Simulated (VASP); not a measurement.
# Se (P3_221) in VASP: notebook

Runs on Se. Level: PBE. Tasks: single point.

Everything below comes from runs of VASP 6.6.1. Logs are shortened: lines on timing, memory, paths and dates and some standing lists are left out, and cuts for length are marked.

## 1. Starting point

It takes space group P3_221 (No. 154, trigonal). The conventional cell has a = 4.355 Å, b = 4.355 Å, c = 4.949 Å, α = 90.00°, β = 90.00°, γ = 120.00°. Around Se (site symmetry 2) lie 2 Se at 2.32 Å.

## 2. Single point, PBE

INCAR

```
SYSTEM = Se
PREC     = Accurate       ! precision mode
ENCUT    = 350            ! plane-wave cutoff, eV
EDIFF    = 1E-6           ! SCF threshold, eV
ISMEAR   = 0              ! smearing method
SIGMA    = 0.05           ! smearing width, eV
LREAL    = .FALSE.        ! projectors in reciprocal space
LASPH    = .TRUE.         ! aspherical terms in the spheres
NELM     = 100            ! most SCF steps
ALGO     = Normal         ! electronic algorithm
ISIF     = 2              ! what is computed and relaxed
LWAVE    = .FALSE.        ! write WAVECAR
LCHARG   = .FALSE.        ! write CHGCAR
GGA      = PE             ! functional
NBANDS   = 16             ! bands
ADDGRID  = .FALSE.
```

KPOINTS

```
Automatic mesh
0
G
  2 2 1
  0 0 0
```

POSCAR

```
Se
1.0
    4.3551700000      0.0000000000      0.0000000000
   -2.1775850000      3.7716878578      0.0000000000
    0.0000000000      0.0000000000      4.9494500000
Se
3
Direct
    0.7830000000      0.7830000000      0.5000000000
    0.0000000000      0.2170000000      0.8333333333
    0.2170000000      0.0000000000      0.1666666667
```

Potentials or basis: VASP PAW PBE potentials, release 64 (Se).

On the command line:

```console
$ cat potpaw_PBE.64/Se/POTCAR > POTCAR
$ mpirun -np 1 vasp_std > vasp.out
```

OUTCAR:

```text
SYSTEM = Se
   PREC = Accurate
   ENCUT = 350
   EDIFF = 1E-6
   ISMEAR = 0
   LREAL = .FALSE.
   LASPH = .TRUE.
   NELM = 100
   ISIF = 2
   GGA = PE

 Found      2 irreducible k-points:

 Following reciprocal coordinates:
            Coordinates               Weight
  0.000000  0.000000  0.000000      1.000000
  0.500000  0.000000  0.000000      3.000000
   k-points           NKPTS =      2   k-points in BZ     NKDIM =      2   number of bands    NBANDS=     16
   number of dos      NEDOS =    301   number of ions     NIONS =      3
   total plane-waves  NPLWV =  23520
   dimension x,y,z NGX =    28 NGY =   28 NGZ =   30
   dimension x,y,z NGXF=    56 NGYF=   56 NGZF=   60
   ions per type =               3
   NGX,Y,Z   is equivalent  to a cutoff of  10.69, 10.69, 10.08 a.u.
   NGXF,Y,Z  is equivalent  to a cutoff of  21.38, 21.38, 20.15 a.u.
 SYSTEM =  Se
   PREC   = accura    normal or accurate (medium, high low for compatibility)
   ISTART =      0    job   : 0-new  1-cont  2-samecut
   ICHARG =      2    charge: 1-file 2-atom 10-const
   ISPIN  =      1    spin polarized calculation?
   LNONCOLLINEAR =      F non collinear calculations
   LSORBIT =      F    spin-orbit coupling
   LASPH  =      T    aspherical Exc in radial PAW
   ENCUT  =  350.0 eV  25.72 Ry    5.07 a.u.   6.64  6.64  7.55*2*pi/ulx,y,z
   NELM   =    100;   NELMIN=  2; NELMDL= -5     # of ELM steps
   EDIFF  = 0.1E-05   stopping-criterion for ELM
[... 18 lines left out ...]
     AMIX     =   0.40;   BMIX     =  1.00
     AMIX_MAG =   1.60;   BMIX_MAG =  1.00
  volume/ion in A,a.u.               =      27.10       182.88
  Fermi-wavevector in a.u.,A,eV,Ry     =   0.990375  1.871538 13.345178  0.980843
  Thomas-Fermi vector in A             =   2.122041
   LORBIT       =      0    0 simple, 1 ext, 2 COOP (PROOUT), +10 PAW based schemes
   GGA     = PE    functional components
[... 5 lines left out ...]
 non-spin polarized calculation
 Gauss-broadening in eV      SIGMA  =   0.05
  energy-cutoff  :      350.00
  volume of cell :       81.30
 maximum number of plane-waves:      1206
 NGX is ok and might be reduce to    28
   NGX = 13   NGY = 13   NGZ = 15

 number of electron      17.9999997 magnetization

 Free energy of the ion-electron system (eV)
  ---------------------------------------------------
  ext. energy  EPLUGINS =         0.00000000
  ---------------------------------------------------
  free energy    TOTEN  =       -11.45581764 eV

  energy without entropy =      -11.45581764  energy(sigma->0) =      -11.45581764

 E-fermi :   2.6278     XC(G=0):  -8.8082

 val. band max:        2.3579243356   @ k =   0.0000   0.0000   0.0000
 cond. band min:       4.8554028588   @ k =   0.0000   0.0000   0.0000
 fundamental gap:      2.4974785232
 Fermi energy:         2.6278201104

 k-point     1 :       0.0000    0.0000    0.0000
  band No.  band energies     occupation
      1     -13.3139      2.00000
      2      -9.0349      2.00000
      3      -9.0349      2.00000
      4      -1.2041      2.00000
      5      -1.2041      2.00000
      6      -1.0171      2.00000
[... 8 lines left out ...]
     15       9.1868      0.00000
     16      11.1251      0.00000

 k-point     2 :       0.5000    0.0000    0.0000
  band No.  band energies     occupation
      1     -12.8709      2.00000
      2      -9.4816      2.00000
      3      -8.9772      2.00000
      4      -2.5751      2.00000
      5      -2.0538      2.00000
      6      -0.6933      2.00000
[... 8 lines left out ...]
     15      12.4444      0.00000
     16      12.4905      0.00000

------------------------ aborting loop because EDIFF is reached ----------------------------------------

  FORCE on cell =-STRESS in cart. coord.  units (eV):
  Direction    XX          YY          ZZ          XY          YZ          ZX
  --------------------------------------------------------------------------------------
  -------------------------------------------------------------------------------------
  Total        1.2304629      1.2304629      1.8267825      0.0000000      0.0000000      0.0000000
  in kB       24.2483015     24.2483015     35.9997627      0.0000000      0.0000000      0.0000000
  external PRESSURE =      28.1654552 kB  Pullay stress =       0.0000000 kB

 VOLUME and BASIS-vectors are now :
 -----------------------------------------------------------------------------
  energy-cutoff  :      350.00
  volume of cell :       81.30
      direct lattice vectors                 reciprocal lattice vectors
     4.355170000  0.000000000  0.000000000     0.229612162  0.132566644  0.000000000
    -2.177585000  3.771687858  0.000000000     0.000000000  0.265133287  0.000000000
     0.000000000  0.000000000  4.949450000     0.000000000  0.000000000  0.202042651

 POSITION                                       TOTAL-FORCE (eV/Angst)
 -----------------------------------------------------------------------------------
      1.70505      2.95323      2.47472         0.294620      0.510296      0.000000
     -0.47254      0.81846      4.12454         0.294620     -0.510296      0.000000
      0.94507      0.00000      0.82491        -0.589239     -0.000000     -0.000000
 -----------------------------------------------------------------------------------
    total drift:                               -0.000000     -0.000000      0.000000

  FREE ENERGIE OF THE ION-ELECTRON SYSTEM (eV)
  ---------------------------------------------------
  free  energy   TOTEN  =       -11.4558176355 eV

  energy  without entropy=      -11.4558176355  energy(sigma->0) =      -11.45581764
```

Wall time 3.1 s (1 thread of Intel Xeon 6975P-C (Granite Rapids), shared host); peak memory 0.14 GiB.

The run converged, but some of its settings lie outside the range that counts as converged, so its numbers aren't taken as properties of the crystal.

What came out:

```
Free energy            : -11.4558 eV
Pressure               : 2.8 GPa
Largest force          : 0.589 eV/Å
Band gap on the k mesh : 2.50 eV, direct
```

Caveat: the k mesh is coarse (spacing up to 1.27 Å⁻¹), so the values aren't converged; an odd mesh through Γ misses points on the zone boundary, where band edges often lie.

## 3. Single point, PBE

INCAR, as its differences from that of step 2:

```diff
@@ -2,3 +2,3 @@
 PREC     = Accurate       ! precision mode
-ENCUT    = 350            ! plane-wave cutoff, eV
+ENCUT    = 400            ! plane-wave cutoff, eV
 EDIFF    = 1E-6           ! SCF threshold, eV
```

KPOINTS is that of step 2.

POSCAR is that of step 2.

Potentials or basis: VASP PAW PBE potentials, release 64 (Se).

On the command line:

```console
$ cat potpaw_PBE.64/Se/POTCAR > POTCAR
$ mpirun -np 1 vasp_std > vasp.out
```

Wall time 3 s (1 thread of Intel Xeon 6975P-C (Granite Rapids), shared host); peak memory 0.15 GiB.

These settings aren't checked as converged: the numbers below hold their error.

Results:

- Free energy: -11.4566 eV
- Pressure: 2.8 GPa
- Largest force: 0.590 eV/Å
- Band gap on the k mesh: 2.50 eV, direct

Caveat: the k mesh is coarse (spacing up to 1.27 Å⁻¹), so the values aren't converged; an odd mesh through Γ misses points on the zone boundary, where band edges often lie.

## 4. For comparison

An earlier run on the cell as given: functional PBE; potentials or basis VASP PAW PBE potentials, release 64 (Se); cutoff 520 eV; k mesh 7 × 7 × 6; occupations fermi-dirac, width 0.05 eV; no spin polarisation.

* Pressure: 5.7 GPa
* Largest force: 1.188 eV/Å
* Band gap on the k mesh: 1.16 eV, indirect (least direct gap 1.38 eV)
